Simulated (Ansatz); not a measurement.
Wanted: the native input for an Ansatz 0.2.0 run.

* Task: projected density of states
* Functional: PBE
* Dispersion: D4
* Potentials or basis: PseudoDojo standard (PBE files)
* Cutoff: 1306 eV
* Density cutoff: 5225 eV
* k mesh: 9 × 9 × 9
* Occupations: cold, width 0.15 eV
* Spin: collinear spin, ferromagnetic start
* Starting moments: [0.0, 2.0] μB
* Hubbard terms: Co d U = 8 eV
* Hubbard projectors: ortho-atomic
* Double counting: fll

GaCo:

```
Ga Co
1.0
     2.87800    0.00000    0.00000
     0.00000    2.87800    0.00000
     0.00000    0.00000    2.87800
Ga Co
1 1
Direct
  0.50000 0.50000 0.50000
  0.00000 0.00000 0.00000
```

These files were run (other wordings do the same):

input.yaml

```yaml
crystal:
  lattice:
    - [2.878, 0.0, 0.0]
    - [0.0, 2.878, 0.0]
    - [0.0, 0.0, 2.878]
  atoms:
    - { symbol: Ga, position: [0.5, 0.5, 0.5] }
    - { symbol: Co, position: [0.0, 0.0, 0.0], spin: 2.0 }
hamiltonian:
  xc: pbe
  pseudopotentials: { kind: nc, accuracy: standard }
  dispersion: d4
  hubbard:
    sites: [{ species: Co, l: d, u_eff: 8.0 }]
    projectors: ortho-atomic
    double_counting: fll
magnetization:
  spin_polarized: true
kpoints:
  mp_grid: { grid: [9, 9, 9] }
scf:
  occupations: { method: cold, width: 0.15 }
  n_extra_bands: 6
output:
  forces: true
  stress: true
  eigenvalues: true
  dos: { projected: true, de: 0.05, nscf_kmesh: { grid: [14, 14, 14] } }
```

Potentials or basis: PseudoDojo standard (PBE files).

Launch:

```sh
$ ansatz run input.yaml --threads 1 --pin off --max-ram 2560MiB --backend cpu --events-out ev --progress --plain --runs-dir out
```

It gave:

* Pressure: 33.0 GPa
* Band gap on the k mesh: none (metal or under the smearing width)
* Net moment: 1.95 μB per cell
* Absolute moment: 1.98 μB per cell
* Site moments: Ga -0.00; Co +1.87 μB
* Density of states at the Fermi level: 0.51 states/eV per cell

Caveat: the magnetic or orbital state may not be the lowest; a pressure of tens of GPa on the cell as given is suspect, and the run, the potentials or the cell itself is likely at fault; pairwise dispersion overbinds metals, which lowers pressure and volume; the U is typed as a test and isn't derived for this compound.

Wall time 40 s on 1 thread of Arm Neoverse V1, with other jobs on the host, peak memory 0.62 GiB.
